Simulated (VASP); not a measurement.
Wanted: the native input for a VASP 6.6.1 run.

```
Task                   : single point
Functional             : PBE
Potentials or basis    : VASP PAW PBE potentials, release 64 (K_sv, Br)
Cutoff                 : 520 eV
k mesh                 : 6 × 6 × 1
Occupations            : gaussian, width 0.05 eV
Spin                   : no spin polarisation
Dipole correction      : yes
Further INCAR settings : ALGO = Normal; EDIFF = 1e-07; NBANDS = 24
```

The structure of KBr lies in POSCAR:

```
KBr
1.0
    4.7373024294      0.0000000000      0.0000000000
    0.0000000000      4.7373024294      0.0000000000
    0.0000000000      0.0000000000     17.3497786724
K Br
2 2
Direct
    0.5000000000      0.5000000000      0.4034633601
    0.0000000000      0.0000000000      0.5924490216
    0.0000000000      0.0000000000      0.4034633601
    0.5000000000      0.5000000000      0.5960525992
```

The cell isn't the ideal one: clean slab, lower half held.

The input as run:

INCAR

```
SYSTEM = KBr
ALGO     = Normal         ! electronic algorithm
DIPOL    = 0.5 0.5 0.499
EDIFF    = 1E-7           ! SCF threshold, eV
ENCUT    = 520            ! plane-wave cutoff, eV
GGA      = PE             ! functional
IDIPOL   = 3            
ISIF     = 2              ! what is computed and relaxed
ISMEAR   = 0              ! smearing method
LASPH    = .TRUE.         ! aspherical terms in the spheres
LCHARG   = .TRUE.         ! write CHGCAR
LDIPOL   = .TRUE.       
LELF     = .TRUE.         ! ELF
LREAL    = .FALSE.        ! projectors in reciprocal space
LVACPOTAV= .TRUE.       
LVHAR    = .TRUE.       
LWAVE    = .FALSE.        ! write WAVECAR
NBANDS   = 24             ! bands
NELM     = 100            ! most SCF steps
PREC     = Accurate       ! precision mode
SIGMA    = 0.05           ! smearing width, eV
```

KPOINTS

```
k-points
0
G
  6 6 1
  0 0 0
```

Potentials or basis: VASP PAW PBE potentials, release 64 (K_sv, Br).

Launch:

```sh
$ cat potpaw_PBE.64/K_sv/POTCAR potpaw_PBE.64/Br/POTCAR > POTCAR
$ mpirun -np 1 vasp_std > vasp.out
```

It gave:

The largest force is 0.098 eV/Å and the band gap on the k mesh is 4.29 eV, direct. The ionisation potential of the upper face is 5.98 eV.

Run time: 99 s on 1 thread of Intel(R) Xeon(R) Platinum 8488C (Sapphire Rapids) (shared host), peak memory 0.47 GiB.
